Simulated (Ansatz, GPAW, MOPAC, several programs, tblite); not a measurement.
## SnSe2 (1T monolayer) from semi-empirical methods to plane-wave DFT

SnSe2 (1T monolayer), relaxed with r2SCAN in Ansatz, was computed with several methods. In-plane lattice: a = 3.835 Å, b = 3.835 Å, γ = 120.0°; thickness between the outer nuclei 3.15 Å. Sn has 6 Se at 2.72 Å; Se has 3 Sn at 2.72 Å. These are computed values for a spin-unpolarised cell that may be hypothetical; none is a measurement.

```
CELL_PARAMETERS angstrom
3.83519 0.00000 0.00000
-1.91760 3.32137 0.00000
0.00000 0.00000 30.06503
ATOMIC_POSITIONS crystal
Sn 0.00000 0.00000 0.29935
Se 0.33333 0.66667 0.35169
Se 0.66667 0.33333 0.24701
```
Two periodic directions, a and b.

Gaps and times are for a single point on this cell. Times are rough, from shared hosts (Arm Neoverse V2), and each method has its own mesh and cell size. PM6 (MOPAC), PM7 (MOPAC), GFN1-xTB (tblite), GFN2-xTB (tblite) treat a cluster of cells at its zone centre, which samples few k points: where these miss a band edge, the gap comes out too large for that reason alone. Gaps from k meshes are read at a limited set of points (mesh, symmetry points, PBE's band edges), so each method's own least gap may be somewhat smaller. xTB and the PM methods were fitted mostly to molecules, and can miss a solid's gap by electronvolts. Minimal bases can be far off for gaps. GLLB-SC's gap includes the derivative discontinuity. d marks a direct gap, i an indirect one (no mark: not told apart), a dash a value that wasn't computed or didn't pass its checks.

```
                              method              kind  gap (eV)  atoms computed  processor time
                         PM6 (MOPAC)    semi-empirical      4.75              27          0.28 s
                         PM7 (MOPAC)    semi-empirical      4.30              27          0.41 s
                   GFN1-xTB (tblite)     tight binding      1.54              27          0.75 s
                   GFN2-xTB (tblite)     tight binding      0.65              27           1.3 s
light PBE (260 eV and a coarse mesh)  light plane-wave    0.84 i               3           3.6 s
              PBE/single zeta (GPAW)       small basis    1.17 i               3           4.4 s
                                 PBE         semilocal    0.84 i               3            15 s
                              r2SCAN         semilocal    1.13 i               3            39 s
                      GLLB-SC (GPAW)   model potential      1.63               3            75 s
```

Against r2SCAN (1.13 eV) and with closed or daggered gaps left aside, the nearest gap at the points sampled is that of PBE/single zeta (GPAW) (+0.04 eV) and the farthest that of PM6 (MOPAC) (+3.62 eV). r2SCAN is only a yardstick of convenience: semilocal gaps usually lie below measured ones, which GLLB-SC and hybrids aim to mend.

No spin-orbit coupling is included; it can move band edges with weight on the heavy atoms by tenths of an eV.
